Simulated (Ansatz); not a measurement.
A run of Ansatz 0.2.0:

Contents of input.yaml:

```yaml
crystal:
  lattice:
    - [0.0, 3.01, 3.01]
    - [3.01, 0.0, 3.01]
    - [3.01, 3.01, 0.0]
  atoms:
    - { symbol: Sn, position: [0.0, 0.0, 0.0] }
    - { symbol: Se, position: [0.5, 0.5, 0.5] }
kpoints:
  mp_grid: { grid: [6, 6, 6] }
scf:
  occupations: { method: fermi_dirac, width: 0.05 }
hamiltonian:
  xc: pbe
  pseudopotentials: { kind: all_electron, datasets: crystal }
output:
  forces: true
  stress: true
  eigenvalues: true
  elf: true
  volumetric_format: npy
```

Potentials or basis: all-electron PAW datasets made for the crystal.

Launch:

```console
$ ansatz run input.yaml --threads 1 --pin off --max-ram 3072MiB --backend cpu --events-out ev --progress --plain --runs-dir out
```

Hardware: 1 thread of AMD EPYC 7R43 64-Core Processor (Zen 3), on a shared host.

**Question.** Estimate the wall time of this run.

**Answer.** Wall time 4.5 s on 1 thread of AMD EPYC 7R43 64-Core Processor (Zen 3), on a shared host, peak memory 0.42 GiB. Counts: scf iterations 8, plane waves 459, k points 16, bands 14.
